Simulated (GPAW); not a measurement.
BN:

```
CELL_PARAMETERS angstrom
0.00000 1.81300 1.81300
1.81300 0.00000 1.81300
1.81300 1.81300 0.00000
ATOMIC_POSITIONS crystal
N 0.25000 0.25000 0.25000
B 0.00000 0.00000 0.00000
```

The cell is a database's computed one.

```yaml
Program: GPAW 26.7.0
Task: relaxation of cell and atoms
Functional: BLYP
Potentials_or_basis: PAW data sets generated in the run's folder for this functional
Cutoff: 800 eV
Basis: pw
k_mesh: 13 × 13 × 13
Occupations: fermi-dirac, width 0.05 eV
Spin: no spin polarisation
```

At the start: pressure 5.2 GPa; volume 5.96 Å³/atom.

Problem. Where does the relaxation end?

Solution. Over 3 steps the energy falls by 2.1 meV/atom and the volume is 6.04 Å³/atom (+1.4 %); space group F-43m (No. 216, to 0.05 Å).

The path:
```
step  energy change (eV)  largest force (eV/Å)  pressure (GPa)  volume (Å³)
   1              0.0000                0.0000            5.20        11.92
   2             -0.0017                0.0000            3.64        11.97
   3             -0.0042                0.0000            0.06        12.09
```

Final structure:
```xyz
2
Lattice="0.0000 1.8215 1.8215 1.8215 0.0000 1.8215 1.8215 1.8215 0.0000" Properties=species:S:1:pos:R:3 pbc="T T T"
N     0.9107    0.9107    0.9107
B     0.0000    0.0000    0.0000
```

Caveat: later steps reuse the first step's grids.
